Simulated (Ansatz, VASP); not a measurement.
## K: VASP beside Ansatz

File INCAR:

```
SYSTEM = K
ALGO     = Normal         ! electronic algorithm
EDIFF    = 1E-7           ! SCF threshold, eV
ENCUT    = 520            ! plane-wave cutoff, eV
GGA      = PE             ! functional
ISIF     = 2              ! what is computed and relaxed
ISMEAR   = -1             ! smearing method
LASPH    = .True.         ! aspherical terms in the spheres
LCHARG   = .False.        ! write CHGCAR
LREAL    = .False.        ! projectors in reciprocal space
LWAVE    = .False.        ! write WAVECAR
NBANDS   = 10             ! bands
NELM     = 80             ! most SCF steps
PREC     = Accurate       ! precision mode
SIGMA    = 0.05           ! smearing width, eV
```

KPOINTS

```
k-points
0
Gamma
  7 7 7
  0 0 0
```

File POSCAR:

```
K
1.0
   -2.7154236633      2.7154236633      2.7154236633
    2.7154236633     -2.7154236633      2.7154236633
    2.7154236633      2.7154236633     -2.7154236633
K
1
Direct
    0.0000000000      0.0000000000      0.0000000000
```

File input.yaml:

```yaml
crystal:
  lattice:
    - [-2.7154236633, 2.7154236633, 2.7154236633]
    - [2.7154236633, -2.7154236633, 2.7154236633]
    - [2.7154236633, 2.7154236633, -2.7154236633]
  atoms:
    - { symbol: K, position: [0.0, 0.0, 0.0] }
hamiltonian:
  xc: pbe
  pseudopotentials: { kind: paw }
kpoints:
  mp_grid: { grid: [7, 7, 7] }
scf:
  occupations: { method: fermi_dirac, width: 0.05 }
output:
  forces: true
  stress: true
  eigenvalues: true
  write_density: true
  write_potential: true
  elf: true
  volumetric_format: npy
```

Change from the starting cell: volume scaled by 1.02.

Alike in both runs: task single point; functional PBE; k mesh 7 × 7 × 7; occupations fermi-dirac, width 0.05 eV; no spin polarisation.

|  | VASP | Ansatz |
| --- | --- | --- |
| version | VASP 6.6.1 | Ansatz 0.2.0 |
| potentials or method | VASP PAW PBE potentials, release 64 (K_sv) | Ansatz PAW |
| plane-wave cutoff (eV) | 520 | 420 |
| valence electrons in the cell | 9 | 9 |

|  | VASP | Ansatz | Ansatz less VASP |
| --- | --- | --- | --- |
| gap on the k mesh at the Fermi level (eV) | none | none | - |
| pressure (GPa) | -0.3 | -0.3 | +0.01 |

A gap of «none» marks a metal or a gap that the smearing closes. With one functional, cell and mesh, what is left measures potentials, basis and numerics.
